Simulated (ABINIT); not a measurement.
# A GW chain in ABINIT: AlAs (F-43m), part 2 of 3

How does a plane-wave GW calculation on AlAs (F-43m) run from the first input to the gap?

ABINIT 10.8.3; PBE and many-body steps on it, plane waves. Known limits of the many-body steps: not at the basis limit; no spin-orbit coupling; coarse k mesh.

So far. Step 2 (Ground state): The gap is indirect, with the least direct gap 0.61 eV higher.

## Step 3: Bands along the symmetry lines

Level of this step: DFT, PBE, plane waves, norm-conserving pseudopotentials (ABINIT).

The cheap functional maps the bands first; the places of the edges decide which points the dearer methods must see.

run.abi

```
acell 3*1.0 Angstrom
rprim 
  0.000000000000 2.830400000000 2.830400000000
  2.830400000000 0.000000000000 2.830400000000
  2.830400000000 2.830400000000 -0.000000000000
ntypat 2
znucl 13 33
natom 2
typat 1 2
xred 
  0.000000000000 0.000000000000 0.000000000000
  0.250000000000 0.250000000000 0.250000000000
pp_dirpath "pseudos"
pseudos "Al.upf, As.upf"
ecut 44
iscf -2
irdden 1
kptopt 0
nkpt 50
kpt 
  0.00000000 0.00000000 0.00000000
  -0.06250000 -0.06250000 0.00000000
  -0.12500000 -0.12500000 0.00000000
  -0.18750000 -0.18750000 0.00000000
  -0.25000000 -0.25000000 0.00000000
  -0.31250000 -0.31250000 0.00000000
  -0.37500000 -0.37500000 0.00000000
  -0.43750000 -0.43750000 0.00000000
  -0.50000000 -0.50000000 0.00000000
  -0.48437500 -0.48437500 0.03125000
  -0.46875000 -0.46875000 0.06250000
  -0.45312500 -0.45312500 0.09375000
  -0.43750000 -0.43750000 0.12500000
  -0.42187500 -0.42187500 0.15625000
  -0.40625000 -0.40625000 0.18750000
  -0.39062500 -0.39062500 0.21875000
  -0.37500000 -0.37500000 0.25000000
  -0.37500000 0.00000000 0.37500000
  -0.32812500 0.00000000 0.32812500
  -0.28125000 0.00000000 0.28125000
  -0.23437500 0.00000000 0.23437500
  -0.18750000 0.00000000 0.18750000
  -0.14062500 0.00000000 0.14062500
  -0.09375000 0.00000000 0.09375000
  -0.04687500 0.00000000 0.04687500
  0.00000000 0.00000000 0.00000000
  0.00000000 0.00000000 0.06250000
  0.00000000 0.00000000 0.12500000
  0.00000000 0.00000000 0.18750000
  0.00000000 0.00000000 0.25000000
  0.00000000 0.00000000 0.31250000
  0.00000000 0.00000000 0.37500000
  0.00000000 0.00000000 0.43750000
  -0.00000000 -0.00000000 0.50000000
  -0.06250000 -0.03125000 0.46875000
  -0.12500000 -0.06250000 0.43750000
  -0.18750000 -0.09375000 0.40625000
  -0.25000000 -0.12500000 0.37500000
  -0.31250000 -0.15625000 0.34375000
  -0.37500000 -0.18750000 0.31250000
  -0.43750000 -0.21875000 0.28125000
  -0.50000000 -0.25000000 0.25000000
  -0.50000000 -0.28125000 0.21875000
  -0.50000000 -0.31250000 0.18750000
  -0.50000000 -0.34375000 0.15625000
  -0.50000000 -0.37500000 0.12500000
  -0.50000000 -0.40625000 0.09375000
  -0.50000000 -0.43750000 0.06250000
  -0.50000000 -0.46875000 0.03125000
  -0.50000000 -0.50000000 0.00000000
istwfk *1
nband 23
nbdbuf 5
tolwfr 1e-07
nstep 50
prtwf 0
prtvol 0
indata_prefix "in"
outdata_prefix "out"
tmpdata_prefix "tmp"
```

The run is started by

```console
$ OMP_NUM_THREADS=1 mpirun -n 8 abinit run.abi > log
```

Numbers of over 12 decimals in the logs are rounded to 6 here.

The program printed:

```text
.Version 10.8.3 of ABINIT. v10.8.2 released Aug 2026.

 Symmetries : space group F-4 3 m (#216); Bravais cF (face-center cubic)
[... echo of the input left out ...]
== DATASET  1 ==================================================================
-   mpi_nproc: 8, omp_nthreads: 1 (-1 if OMP is not activated)

--- !DatasetInfo
iteration_state: {dtset: 1, }
dimensions: {natom: 2, nkpt: 50, mband: 23, nsppol: 1, nspinor: 1, nspden: 1, mpw: 4314, }
cutoff_energies: {ecut:  44.0, pawecutdg:  -1.0, }
electrons: {nelect:   2.60000000E+01, charge:   0.00000000E+00, occopt:   1.00000000E+00, tsmear:   1.00000000E-02, }

 Real(R)+Recip(G) space primitive vectors, cartesian coordinates (Bohr,Bohr^-1):
 R(1)=  0.0000000  5.3486808  5.3486808  G(1)= -0.0934810  0.0934810  0.0934810
 R(2)=  5.3486808  0.0000000  5.3486808  G(2)=  0.0934810 -0.0934810  0.0934810
 R(3)=  5.3486808  5.3486808  0.0000000  G(3)=  0.0934810  0.0934810 -0.0934810
 Unit cell volume ucvol=  3.0603426E+02 bohr^3
 Angles (23,13,12)=  6.00000000E+01  6.00000000E+01  6.00000000E+01 degrees

 getcut: wavevector=  0.0000  0.0000  0.0000  ngfft=  48  48  48
         ecut(hartree)=     44.000   => boxcut(ratio)=   2.12514

--- Pseudopotential description ------------------------------------------------
- Al Generated using ONCVPSP code by D. R. Hamann
- 13.00000   3.00000  171031                  znucl, zion, pspdat
12 -101130 2 -1 1876                          pspcod,pspxc,lmax,lloc,mmax
     nproj     2     2     2
  pspatm : epsatm=    4.08140545
         --- l  ekb(1:nproj) -->
             0    5.126667    0.728291
             1    7.287548    0.832437
             2   -2.770497   -0.637722
 pspatm: atomic psp has been read  and splines computed

- As Generated using ONCVPSP code by D. R. Hamann
- 33.00000  23.00000  171031                  znucl, zion, pspdat
12 -101130 2 -1 1358                          pspcod,pspxc,lmax,lloc,mmax
     nproj     2     2     2
  pspatm : epsatm=   24.77333152
         --- l  ekb(1:nproj) -->
[...]
pspatm: atomic psp has been read  and splines computed

--------------------------------------------------------------------------------

================================================================================
 prteigrs : about to open file out_EIG
 Non-SCF case, kpt    1 (  0.00000  0.00000  0.00000), residuals and eigenvalues=
  2.81E-08  2.56E-08  7.44E-08  4.12E-08  2.25E-08  8.08E-08  3.62E-08  3.22E-08
  5.32E-08  2.05E-08  2.27E-08  1.56E-08  6.12E-08  9.58E-08  9.69E-08  1.74E-08
  5.88E-08  4.93E-08  1.77E-08  4.31E-08  7.20E-08  1.68E-08  2.69E-08
 -6.6023E+00 -4.5201E+00 -4.5201E+00 -4.5201E+00 -1.1016E+00 -1.1016E+00
 -1.1016E+00 -1.1012E+00 -1.1012E+00 -2.7342E-01  1.6294E-01  1.6294E-01
  1.6294E-01  2.3806E-01  3.2071E-01  3.2071E-01  3.2071E-01  4.8937E-01
  4.9545E-01  4.9545E-01  5.8387E-01  5.8387E-01  5.8387E-01
[...]
5.0560E-01  5.2967E-01  6.0155E-01  6.0155E-01  6.2296E-01
[...]
Non-SCF case, kpt   49 ( -0.50000 -0.46875  0.03125), residuals and eigenvalues=
[...]
6.2461E-01  6.2488E-01  6.6060E-01  6.6210E-01  6.8169E-01
 Non-SCF case, kpt   50 ( -0.50000 -0.50000  0.00000), residuals and eigenvalues=
[...]
-1.1015E+00 -1.1012E+00 -1.1011E+00 -2.0124E-01 -3.6473E-02  8.3068E-02
  8.3068E-02  2.1570E-01  2.4749E-01  5.4237E-01  5.4237E-01  5.9532E-01
  6.2845E-01  6.2845E-01  6.4290E-01  6.5656E-01  6.7483E-01

--- !ResultsGS
iteration_state: {dtset: 1, }
comment   : Summary of ground state results
lattice_vectors:
- [  0.0000000,   5.3486808,   5.3486808, ]
- [  5.3486808,   0.0000000,   5.3486808, ]
- [  5.3486808,   5.3486808,  -0.0000000, ]
lattice_lengths: [   7.56418,    7.56418,    7.56418, ]
lattice_angles: [ 60.000,  60.000,  60.000, ] # degrees, (23, 13, 12)
lattice_volume:   3.0603426E+02
convergence: {deltae:  0.000E+00, res2:  0.000E+00, residm:  9.969E-08, diffor:  0.000E+00, }
etotal    :  -3.07602800E+02
entropy   :   0.00000000E+00
fermie    :   1.62937956E-01
cartesian_stress_tensor: null
pressure_GPa: null
xred      :
- [  0.0000E+00,   0.0000E+00,   0.0000E+00, Al]
- [  2.5000E-01,   2.5000E-01,   2.5000E-01, As]
cartesian_forces: null
force_length_stats: {min: null, max: null, mean: null, }

 Integrated electronic density in atomic spheres:
 ------------------------------------------------
 Atom  Sphere_radius  Integrated_density
[...]
================================================================================

 ----iterations are completed or convergence reached----

 Mean square residual over all n,k,spin=   48.931E-09; max=  99.692E-09
 reduced coordinates (array xred) for    2 atoms
       0.000000000000      0.000000000000      0.000000000000
       0.250000000000      0.250000000000      0.250000000000

 cartesian coordinates (angstrom) at end:
    1      0.000000     0.000000     0.000000
    2      1.415200     1.415200     1.415200
 length scales=  1.889726125908  1.889726125908  1.889726125908 bohr
              =  1.000000000000  1.000000000000  1.000000000000 angstroms
 prteigrs : about to open file out_EIG
 Eigenvalues (hartree) for nkpt=  50  k points:
 kpt#   1, nband= 23, wtk=  1.00000, kpt=  0.0000  0.0000  0.0000 (reduced coord)
[...]
kpt#   2, nband= 23, wtk=  1.00000, kpt= -0.0625 -0.0625  0.0000 (reduced coord)
[...]
kpt#   3, nband= 23, wtk=  1.00000, kpt= -0.1250 -0.1250  0.0000 (reduced coord)
[...]
kpt#  49, nband= 23, wtk=  1.00000, kpt= -0.5000 -0.4687  0.0313 (reduced coord)
[...]
0.54137    0.58280    0.62461    0.62488    0.66060    0.66210    0.68169
 kpt#  50, nband= 23, wtk=  1.00000, kpt= -0.5000 -0.5000  0.0000 (reduced coord)
  -6.60227   -4.52014   -4.52014   -4.52014   -1.10162   -1.10152   -1.10152   -1.10122
  -1.10114   -0.20124   -0.03647    0.08307    0.08307    0.21570    0.24749    0.54237
   0.54237    0.59532    0.62845    0.62845    0.64290    0.65656    0.67483

== END DATASET(S) ==============================================================
================================================================================

 -outvars: echo values of variables after computation  --------
            nband          23
             nkpt          50
          spgroup         216
 [... the other variables as echoed above ...]

 Calculation completed.
```

Run time: 12 s. Hardware: 8 MPI ranks of Arm Neoverse V1, shared host; peak memory 0.58 GiB; 97 s of CPU time.

This step gave:

```
gap                        : 1.436 eV
k of the valence top       : 0, 0, 0
k of the conduction bottom : -0.5, -0.5, 0
least direct gap           : 2.044 eV
```

The gap is 1.436 eV, as in the run before at this level.

Electronic bands along the path, in eV, zero at the top of the highest filled band:

| point | band 10 | band 11 | band 12 | band 13 | band 14 | band 15 | band 16 | band 17 |
| --- | --- | --- | --- | --- | --- | --- | --- | --- |
| Γ | -11.87 | 0.00 | 0.00 | 0.00 | 2.04 | 4.29 | 4.29 | 4.29 |
| halfway | -11.10 | -3.21 | -1.34 | -1.34 | 2.59 | 3.78 | 6.84 | 6.84 |
| X | -9.91 | -5.43 | -2.17 | -2.17 | 1.44 | 2.30 | 10.32 | 10.32 |
| halfway | -9.90 | -5.35 | -2.71 | -2.08 | 1.80 | 3.03 | 9.53 | 9.58 |
| U | -9.94 | -5.17 | -3.41 | -1.80 | 2.24 | 4.98 | 8.18 | 8.33 |
| jump to K | -9.94 | -5.17 | -3.41 | -1.80 | 2.24 | 4.98 | 8.18 | 8.33 |
| halfway | -11.03 | -3.68 | -2.00 | -0.46 | 3.71 | 4.97 | 5.18 | 5.93 |
| Γ | -11.87 | 0.00 | 0.00 | 0.00 | 2.04 | 4.29 | 4.29 | 4.29 |
| halfway | -11.30 | -3.39 | -0.48 | -0.48 | 2.61 | 4.92 | 4.92 | 6.45 |
| L | -10.46 | -5.57 | -0.83 | -0.83 | 2.14 | 4.69 | 4.69 | 7.76 |
| halfway | -10.20 | -5.26 | -2.69 | -1.54 | 3.67 | 4.25 | 6.69 | 7.66 |
| W | -9.88 | -5.08 | -3.18 | -2.82 | 4.33 | 5.65 | 5.71 | 6.07 |
| halfway | -9.89 | -5.28 | -2.69 | -2.54 | 2.50 | 3.41 | 8.13 | 8.86 |
| X | -9.91 | -5.43 | -2.17 | -2.17 | 1.44 | 2.30 | 10.32 | 10.32 |

The electronic bands as a text plot (rows in eV, shown from -8.0 to 6.9 only):

```
    6.6 |    +++           +++              +         ++++ ++
    6.0 |    +              +++++++                  +   +++
    5.3 |  ++                 +++  ++      +        +    + +
    4.7 | +              ++     ++++++   +++++++++++   ++   +
    4.1 |++  +                     ++++++           ++++++++
    3.5 |  ++ ++++      +     +++++++                ++     ++
    2.9 | +  +++  +    +   +++       +   ++++       +         ++
    2.2 |+      ++ ++++  ++           +++    +++++++         ++ +
    1.6 |         +++++++                                      ++
    1.0 |
    0.4 |
   -0.2 |****                   *************
   -0.9 |    *              ****   ***       ********
   -1.5 |  ** ****         *     ****    **         ***
   -2.1 |    *    *********     *                    * **     ***
   -2.7 |              **     ** **        *          *  ******
   -3.3 |     **         *****              *          *****
   -4.0 |       **              *            **
   -4.6 |         *         ****
   -5.2 |          *********                   **   *************
   -5.8 |                                        ***
   -6.4 |
   -7.1 |
   -7.7 |
         Γ           X  U|K            Γ         L        W     X
```

## Step 4: Empty states on the mesh, 4×4×4 mesh, 357 bands

The sums over transitions need many empty states on a uniform mesh; this step solves for them.

run.abi

```
acell 3*1.0 Angstrom
rprim 
  0.000000000000 2.830400000000 2.830400000000
  2.830400000000 0.000000000000 2.830400000000
  2.830400000000 2.830400000000 -0.000000000000
ntypat 2
znucl 13 33
natom 2
typat 1 2
xred 
  0.000000000000 0.000000000000 0.000000000000
  0.250000000000 0.250000000000 0.250000000000
pp_dirpath "pseudos"
pseudos "Al.upf, As.upf"
ecut 44
ngkpt 4 4 4
nshiftk 1
shiftk 0 0 0
kptopt 1
chksymbreak 0
irdden 1
istwfk *1
nband 357
prtvol 0
optdriver 6
gwr_task "HDIAGO"
paral_kgb 0
occopt 1
indata_prefix "in"
outdata_prefix "out"
tmpdata_prefix "tmp"
```

The program printed:

```text
[banner, memory and clock lines left out]
.Version 10.8.3 of ABINIT. v10.8.2 released Aug 2026.

 Symmetries : space group F-4 3 m (#216); Bravais cF (face-center cubic)
[... echo of the input left out ...]
== DATASET  1 ==================================================================
-   mpi_nproc: 8, omp_nthreads: 1 (-1 if OMP is not activated)

--- !DatasetInfo
iteration_state: {dtset: 1, }
dimensions: {natom: 2, nkpt: 8, mband: 357, nsppol: 1, nspinor: 1, nspden: 1, mpw: 4314, }
cutoff_energies: {ecut:  44.0, pawecutdg:  -1.0, }
electrons: {nelect:   2.60000000E+01, charge:   0.00000000E+00, occopt:   1.00000000E+00, tsmear:   1.00000000E-02, }

.Using double precision arithmetic; gwpc =  8

- Reading GS density from: in_DEN

--- Pseudopotential description ------------------------------------------------
- Al Generated using ONCVPSP code by D. R. Hamann
- 13.00000   3.00000  171031                  znucl, zion, pspdat
12 -101130 2 -1 1876                          pspcod,pspxc,lmax,lloc,mmax
     nproj     2     2     2
  pspatm : epsatm=    4.08140545
         --- l  ekb(1:nproj) -->
             0    5.126667    0.728291
             1    7.287548    0.832437
             2   -2.770497   -0.637722
 pspatm: atomic psp has been read  and splines computed

- As Generated using ONCVPSP code by D. R. Hamann
- 33.00000  23.00000  171031                  znucl, zion, pspdat
12 -101130 2 -1 1358                          pspcod,pspxc,lmax,lloc,mmax
     nproj     2     2     2
  pspatm : epsatm=   24.77333152
         --- l  ekb(1:nproj) -->
             0    4.034276   -2.353825
             1   -6.723548   -2.113112
             2  -10.105298   -4.355719
 pspatm: atomic psp has been read  and splines computed

   7.50223161E+02                                ecore*ucvol(ha*bohr**3)

 Total charge density [el/Bohr^3]
)     Maximum=    7.1008E+00  at reduced coord.    0.2083    0.2708    0.3125
)     Minimum=    1.5770E-03  at reduced coord.    0.0000    0.0000    0.0000
   Integrated=    2.6000E+01

 === KS gaps after direct diagonalization ===
 Indirect band gap semiconductor
 Fundamental gap:     1.436 (eV)
   VBM:     4.434 (eV) at k: [ 0.0000E+00,  0.0000E+00,  0.0000E+00]
   CBM:     5.870 (eV) at k: [ 5.0000E-01,  5.0000E-01,  0.0000E+00]
 Direct gap:         2.044 (eV) at k: [ 0.0000E+00,  0.0000E+00,  0.0000E+00]

== END DATASET(S) ==============================================================

 -outvars: echo values of variables after computation  --------
           etotal      0.0000000000E+00
            nband         357
             nkpt           8
          spgroup         216
 [... the other variables as echoed above ...]

 Calculation completed.
```

Elapsed: 65 s, on 8 MPI ranks; peak memory 8.3 GiB.

This step gave:

```
gap                                                           : 1.436 eV
k of the valence top                                          : 0, 0, 0
k of the conduction bottom                                    : 0.5, 0.5, 0
least direct gap                                              : 2.044 eV
k points computed                                             : 8
lowest point of the top converged band, above the valence top : 207.7780 eV
```

On this mesh the gap is 1.436 eV.

## Step 5: Screening, 4×4×4 mesh, 349 bands, screening to 359.2 eV

The RPA dielectric matrix is built and inverted for each q.

This step: RPA screening on PBE, plane waves, norm-conserving pseudopotentials.

Changes to run.abi since step 4:

```diff
@@ -20,10 +20,11 @@
 chksymbreak 0
-irdden 1
 istwfk *1
-nband 357
-prtvol 0
-optdriver 6
-gwr_task "HDIAGO"
-paral_kgb 0
 occopt 1
+irdwfk 1
+optdriver 3
+nband 349
+ecuteps 13.2
+inclvkb 2
+awtr 1
+symchi 1
 indata_prefix "in"
```

The program printed:

```text
.Version 10.8.3 of ABINIT. v10.8.2 released Aug 2026.

 Symmetries : space group F-4 3 m (#216); Bravais cF (face-center cubic)
[... echo of the input left out ...]
== DATASET  1 ==================================================================
-   mpi_nproc: 8, omp_nthreads: 1 (-1 if OMP is not activated)

--- !DatasetInfo
iteration_state: {dtset: 1, }
dimensions: {natom: 2, nkpt: 8, mband: 349, nsppol: 1, nspinor: 1, nspden: 1, mpw: 4314, }
cutoff_energies: {ecut:  44.0, pawecutdg:  -1.0, }
electrons: {nelect:   2.60000000E+01, charge:   0.00000000E+00, occopt:   1.00000000E+00, tsmear:   1.00000000E-02, }

 SCREENING: Calculation of the susceptibility and dielectric matrices

 Based on a program developped by R.W. Godby, V. Olevano, G. Onida, and L. Reining.
 Incorporated in ABINIT by V. Olevano, G.-M. Rignanese, and M. Torrent.
.Using double precision arithmetic ; gwpc =  8

[... cell and pseudopotentials left out ...]
--------------------------------------------------------------------------------

 ==== K-mesh for the wavefunctions ====
 Number of points in the irreducible wedge :     8
[... list of points left out ...]
 Together with 24 symmetry operations and time-reversal symmetry
 yields    64 points in the full Brillouin Zone.

 ==== Q-mesh for the screening function ====
 Number of points in the irreducible wedge :     8
[... list of points left out ...]
 Together with 24 symmetry operations and time-reversal symmetry
 yields    64 points in the full Brillouin Zone.

 setmesh: FFT mesh size selected  =    36x   36x   36
          total number of points  =        46656

 vcoul_init : cutoff-mode = AUXILIARY_FUNCTION
 q-points for optical limit:   1
     1)      0.000010    0.000020    0.000030

- screening: taking advantage of time-reversal symmetry
- Maximum band index for partially occupied states nbvw = 13
- Remaining bands to be divided among processors   nbcw = 336
- Number of bands treated by each node ~42

 Number of electrons calculated from density =   26.0000; Expected =   26.0000
 average of density, n =  0.084958
 r_s =    1.4111
 omega_plasma =   28.1162 [eV]

 calculating chi0 at frequencies [eV] :
  1    0.000000E+00    0.000000E+00
  2    0.000000E+00    2.811624E+01

--------------------------------------------------------------------------------
  q-point number  1        q = ( 0.000000, 0.000000, 0.000000) [r.l.u.]
--------------------------------------------------------------------------------
[... chi0 elements left out ...]
 For q-point:  0.000010 0.000020 0.000030
  dielectric constant =  14.2280
  dielectric constant without local fields =  15.9639

  Average fulfillment of the sum rule on Im[epsilon] for q-point    1 :     73.02  [%]
[... wings left out ...]
  q-point number  2        q = ( 0.250000, 0.000000, 0.000000) [r.l.u.]
--------------------------------------------------------------------------------
[... chi0 elements left out ...]
  Average fulfillment of the sum rule on Im[epsilon] for q-point    2 :     79.52  [%]

 [... 6 further q-points ...]
```

Wall time 4.3 min (8 MPI ranks); peak memory 3.8 GiB.

This step gave:

```
ε∞ with local fields, on this mesh, along the program's q direction : 14.23
the same without local fields                                       : 15.96
plasma frequency                                                    : 28.12 eV
plane waves in the screening matrix                                 : 725
```

Local fields lower ε∞ by 11 %. On a Γ-centred mesh this coarse the value itself is usually too large, while a short band sum pulls it down.

[end of part 2 of 3]

[Paths, hosts, dates, memory and timing lines, banners, echoed tables and standing remarks are left out of the program output.]

[Logs are printed without paths, hosts, clocks, repeated set-up lines and the standing remarks that a program may print on its own settings, such as how far it seeks lower states.]

[Runs of the session that timed out or met a known fault of the program may be left out.]

[Hosts, paths, dates, database ids (printed as entryN), source tags and the programs' standing remarks are cut or masked in the printed files.]

[G0W0 gaps are taken among the corrected bands and points alone; a level outside them can change the order at an edge.]

[Where Ansatz stands beside ABINIT at settings called matched, ABINIT's density can come from a denser mesh and the files from another edition; pairs whose starting gaps differed by over 0.03 eV were left out, so agreement reads better than it is.]
